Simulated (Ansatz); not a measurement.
Free-standing chains of the atoms of Sn, named by their start (strip: triangular double chain, ladder: square double chain); atoms and period are relaxed, and energies count from relaxed bulk Sn (Fd-3m, 36.84 Å³/atom, gap on the mesh 0.00 eV).

Method: Ansatz 0.2.0, DFT PBE, scalar-relativistic, plane waves, PAW.

Cutoff 420 eV, Gaussian smearing of 0.05 eV, energies at zero smearing, symmetry of each start kept, collinear spin where a moment is listed.

```
          start atoms k mesh excess energy (eV per host atom) period (Å) gap on the mesh (eV) highest filled level or Fermi level under vacuum (eV) size of the moment (μB per cell)
   linear chain      1  1×1×25                             1.326       2.771                     0                                                   4.47                              0.06
dimerised chain      2  1×1×13                             1.341       5.614                     0                                                   4.46                              0.11
   zigzag chain      2  1×1×14                             1.036       4.647                  0.13                                                      -                              0.00
   ladder chain      4  1×1×13                             0.793       5.723                     0                                                      -                              0.00
    strip chain      2  1×1×23                             0.693       3.056                     0                                                   4.19                              0.00
```

Gaps under about 0.2 eV rest on few k points and may close between them. Each run keeps its start's symmetry and one magnetic start, so lower states can exist. Rows stand on unlike meshes and boxes, so starts that end alike can differ by a few hundredths of an eV per atom.